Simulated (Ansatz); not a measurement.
# Al2O3 under changes of volume

One of the cells (11.946 Å³/atom); the others are scaled copies at fixed shape and fractional positions:

```
Al O
1.0
     3.01748    0.00000    0.00000
    -1.50874    2.61322    0.00000
     0.00000    0.00000    7.57464
Al O
2 3
Direct
  0.00000 0.00000 0.72205
  0.00000 0.00000 0.27795
  0.00000 0.00000 0.50000
  0.66667 0.33333 0.80055
  0.33333 0.66667 0.19945
```

Measurements of this composition are mostly on another form, of space group No. 167.

| Quantity | Value |
| --- | --- |
| Program | Ansatz 0.2.0 |
| Functional | LDA |
| Potentials or basis | all-electron LAPW, scalar-relativistic |
| Cutoff | 469 eV (chosen from the basis error) |
| Basis error allowed | 0.002 eV/atom |
| k mesh | 10 × 10 × 4 |
| Occupations | fermi-dirac, width 0.05 eV |
| Spin | no spin polarisation |

```tsv
volume (Å³/atom)	energy over the lowest point (meV/atom)	pressure (GPa)	gap on the mesh (eV)	largest force (eV/Å)
11.229	0.41	2.2	2.68	0.428
11.468	0.00	-1.6	2.52	0.211
11.707	4.97	-5.0	2.37	0.308
11.946	14.78	-8.1	2.23	0.465
12.185	?	?	?	?
12.424	47.06	-13.4	1.96	0.744
12.662	68.68	-15.6	1.83	0.867
```

Problem. What does the run at 12.185 Å³/atom give?

Solution. Energy over the lowest point 28.96 meV/atom; pressure -10.9 GPa; gap on the mesh 2.09 eV; largest force 0.610 eV/Å.

Worked out: A Birch-Murnaghan fit of order 3 (a polynomial in V^(-2/3)) to the other rows has its minimum at 11.36 Å³/atom with B0 = V·E''(V) = 178 GPa and B' = 3.8 at fixed shape and positions, which overstates the stiffness. It gives 28.94 meV/atom at 12.185 Å³/atom, against the run's 28.96, and -dE/dV = -10.9 GPa, against -10.9. A straight line through the other rows of the gap, of slope -7.04 eV per unit of ln V (its deformation potential), gives 2.10 eV, against the run's 2.09.

Energies are extrapolated to zero smearing.

A mesh can miss the band edges.
